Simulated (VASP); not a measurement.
Wanted: the native input for a VASP 6.6.1 run.

| Item | Value |
| --- | --- |
| Task | single point |
| Functional | PBE |
| Dispersion | D3(BJ) |
| Potentials or basis | VASP PAW PBE potentials, release 64 (O, H, C) |
| Cutoff | 520 eV |
| k mesh | 1 × 1 × 1 |
| Occupations | fermi-dirac, width 0.05 eV |
| Spin | no spin polarisation |
| Dipole correction | no |
| Further INCAR settings | LREAL = Auto; ALGO = Normal; EDIFF = 1e-06; NBANDS = 49 |

The structure of H16CO7 lies in POSCAR:

```
H16CO7
1.0
    6.2743050000      0.0000000000      0.0000000000
    0.0000000000      6.2743050000      0.0000000000
    0.0000000000      0.0000000000      6.2743050000
O H C
7 16 1
Direct
    0.7876250836      0.8282829732      0.8289683080
    0.4156635675      0.6431150542      0.0144717224
    0.4129700421      0.8794758941      0.4529744729
    0.5390875962      0.1711743372      0.1398242515
   -0.0341392393      0.3834368906      0.2168845792
    0.1950654296      0.5386094555      0.6507493659
    0.9109375461      0.2446326725      0.7836724546
    0.9006415850      0.7654552974      0.7445446149
    0.8308171184      0.9779569211      0.8459263616
    0.5520292686      0.7107878881     -0.0256442745
    0.3534574746      0.7005078650      0.1515068203
    0.4440332435      0.9800926158      0.3374397642
    0.5361390624      0.8850860773      0.5530811779
    0.6974477651      0.1950494915      0.1585992393
    0.4990194133      0.3132777256      0.0963612703
    0.0992141759      0.3302357791      0.2753452374
   -0.0232216955      0.3689492302      0.0552889922
    0.2366477243      0.5761594312      0.7951000151
    0.2733848610      0.6414096860      0.5540055831
    0.5990942423      0.2688744012      0.6694127876
    1.0512240001      0.2829476731      0.7173543524
    0.7194741091      0.5094747546      0.7615026684
    0.7990526441      0.4087145907      0.4960549415
    0.7479712893      0.3664788371      0.6737001150
```

The cell was built by a generator and needn't be a form met in nature.

These files were run (other wordings do the same):

INCAR

```
PREC = Accurate ; ENCUT = 520
EDIFF = 1E-6 ; ISMEAR = -1
SIGMA = 0.05 ; LREAL = Auto
LASPH = T ; NELM = 80
ALGO = Normal ; ISIF = 2
LWAVE = F ; LCHARG = F
GGA = PE ; IVDW = 12
NBANDS = 49
```

KPOINTS

```
Automatic mesh
0
Gamma
  1 1 1
```

Potentials or basis: VASP PAW PBE potentials, release 64 (O, H, C).

The run is started by

```console
$ cat potpaw_PBE.64/O/POTCAR potpaw_PBE.64/H/POTCAR potpaw_PBE.64/C/POTCAR > POTCAR
$ mpirun -np 1 vasp_gam > vasp.out
```

Results of the run:

| Item | Value |
| --- | --- |
| Pressure | -2.0 GPa |
| Largest force | 2.380 eV/Å |
| Band gap on the k mesh | 4.85 eV, direct |
| Dispersion energy per atom | -0.034 eV |

It took 39 s on 1 thread of Intel(R) Xeon(R) Platinum 8488C (Sapphire Rapids), on a shared host, peak memory 0.3 GiB.
